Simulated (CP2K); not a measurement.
## GaN under changes of volume

One of the cells (9.735 Å³/atom); the others are scaled copies at fixed shape and fractional positions:

```
CELL_PARAMETERS angstrom
3.01968 0.00000 0.00000
1.50984 2.61512 0.00000
1.50984 0.87171 2.46556
ATOMIC_POSITIONS crystal
Ga 0.00000 0.00000 0.00000
N 0.50000 0.50000 0.50000
```

Measurements of this composition are mostly on another form, of space group No. 186.

* Program: CP2K 2026.2
* Functional: PBE
* Potentials or basis: POTENTIAL_UZH Ga GTH-PBE-q13, N GTH-PBE-q5; TZVP-MOLOPT-PBE-GTH basis
* Density cutoff: 6123 eV
* k mesh: 11 × 11 × 11
* Occupations: fermi-dirac, width 0.05 eV
* Spin: no spin polarisation

```tsv
volume (Å³/atom)	energy over the lowest point (meV/atom)	pressure (GPa)	gap on the mesh (eV)
9.151	34.89	17.7	0.84
9.346	16.94	12.0	0.71
9.540	5.54	6.9	0.59
9.735	0.00	2.3	0.47
10.124	?	?	?
10.319	12.58	-8.4	0.14
```

Task: What does the run at 10.124 Å³/atom give?

Result: Energy over the lowest point 4.08 meV/atom; pressure -5.3 GPa; gap on the mesh 0.24 eV.

Worked out: A Birch-Murnaghan fit of order 3 (a polynomial in V^(-2/3)) to the other rows has its minimum at 9.84 Å³/atom with B0 = V·E''(V) = 204 GPa and B' = 4.6. It gives 4.02 meV/atom at 10.124 Å³/atom, against the run's 4.08, and -dE/dV = -5.4 GPa, against -5.3. A straight line through the other rows of the gap, of slope -5.81 eV per unit of ln V, gives 0.25 eV, against the run's 0.24.

Energies are extrapolated to zero smearing.

Caveats: an odd mesh through Γ misses points on the zone boundary, where band edges often lie; the basis of atomic orbitals isn't converged, which shifts pressures, moduli and gaps; the real-space grid breaks the cell's symmetry a little (some runs). Spin-orbit coupling on Ga is left out.
